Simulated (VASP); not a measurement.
Hg, 1 atom in the cell. The structure is tetragonal, space group I4/mmm (No. 139). The conventional cell has a = 3.753 Å, b = 3.753 Å, c = 3.834 Å, α = 90.00°, β = 90.00°, γ = 90.00°. Hg (site symmetry 4/mmm) is surrounded by 12 Hg at 3.27 to 3.75 Å. 

```yaml
Program: VASP 6.6.1
Task: single point
Functional: PBE
Dispersion: MBD-FI
Potentials_or_basis: VASP PAW PBE potentials, release 64 (Hg)
Cutoff: 500 eV
k_mesh: 10 × 10 × 10
Occupations: methfessel-paxton, width 0.2 eV
Spin: no spin polarisation
Further_INCAR_settings: ALGO = Normal; EDIFF = 1.00e-06; NBANDS = 12
```

Potentials or basis: VASP PAW PBE potentials, release 64 (Hg).

The run is started by

```bash
$ python run.py
```

Hardware: 1 thread of AMD EPYC 9R45 96-Core Processor (Zen 5), with other jobs on the host.

Task: How long does it take, and how much memory?

Result: Run time: 25 s on 1 thread of AMD EPYC 9R45 96-Core Processor (Zen 5), with other jobs on the host, peak memory 0.13 GiB. Counts: scf iterations 11, k points 102.
